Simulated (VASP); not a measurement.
SrO, 4 atoms in the cell. Symmetry: P6_3/mmc, No. 194, hexagonal system. Conventional cell: a = 3.553 Å, b = 3.553 Å, c = 6.217 Å, α = 90.00°, β = 90.00°, γ = 120.00°. Around Sr (site symmetry -6m2) lie 6 O at 2.57 Å. O (site symmetry -3m) has 6 Sr at 2.57 Å as nearest neighbours. Measurements of this composition are mostly on another form, of space group No. 225.

* Program: VASP 6.6.1
* Task: single point
* Functional: PBEsol
* Potentials or basis: VASP PAW PBE potentials, release 64 (Sr_sv, O)
* Cutoff: 520 eV
* k mesh: 9 × 9 × 4
* Occupations: gaussian, width 0.05 eV
* Spin: no spin polarisation
* Dipole correction: no
* Further INCAR settings: ALGO = Normal; EDIFF = 1e-06; NBANDS = 24

Potentials or basis: VASP PAW PBE potentials, release 64 (Sr_sv, O).

Run with:

```sh
$ cat potpaw_PBE.64/Sr_sv/POTCAR potpaw_PBE.64/O/POTCAR > POTCAR
$ mpirun -np 1 vasp_std > vasp.out
```

Hardware: 1 thread of Intel(R) Xeon(R) Platinum 8488C (Sapphire Rapids), with other jobs on the host.

Problem. Estimate the wall time of this run.

Solution. Run time: 42 s on 1 thread of Intel(R) Xeon(R) Platinum 8488C (Sapphire Rapids), with other jobs on the host, peak memory 0.21 GiB. Counts: scf iterations 14, k points 36.
